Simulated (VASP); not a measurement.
# CuI: single point with PBE

The system is CuI.

```
Cu I
1.0
     0.00000    3.01203    3.01203
     3.01203    0.00000    3.01203
     3.01203    3.01203    0.00000
Cu I
1 1
Cartesian
  0.0000 0.0000 0.0000
  1.5060 1.5060 1.5060
```

The cell was built by a generator and needn't be a form met in nature.

- Program: VASP 6.6.1
- Task: single point
- Functional: PBE
- Potentials or basis: VASP PAW PBE potentials, release 64 (Cu, I)
- Cutoff: 520 eV
- k mesh: 6 × 6 × 6
- Occupations: gaussian, width 0.01 eV
- Spin: no spin polarisation

The pressure is 1.2 GPa and the band gap on the k mesh is 1.19 eV, direct.

Levels at points of the mesh, in eV from the valence-band top:
| k point | band 6 | band 7 | band 8 | band 9 | band 10 | band 11 | band 12 | band 13 |
| --- | --- | --- | --- | --- | --- | --- | --- | --- |
| (0.00, 0.00, 0.00) | -1.93 | 0.00 | 0.00 | 0.00 | 1.19 | 4.85 | 4.85 | 4.85 |
| (0.50, 0.00, 0.00) | -1.90 | -1.86 | -0.74 | -0.74 | 2.17 | 5.39 | 5.39 | 7.44 |
| (0.50, 0.50, 0.00) | -1.87 | -1.84 | -1.56 | -1.56 | 2.68 | 2.90 | 9.32 | 9.86 |

Wall time 8 s on 1 thread of Intel(R) Xeon(R) Platinum 8559C (Emerald Rapids), on a shared host, peak memory 0.17 GiB.

Caveat: spin-orbit coupling is left out, which moves the levels of the heavy elements.
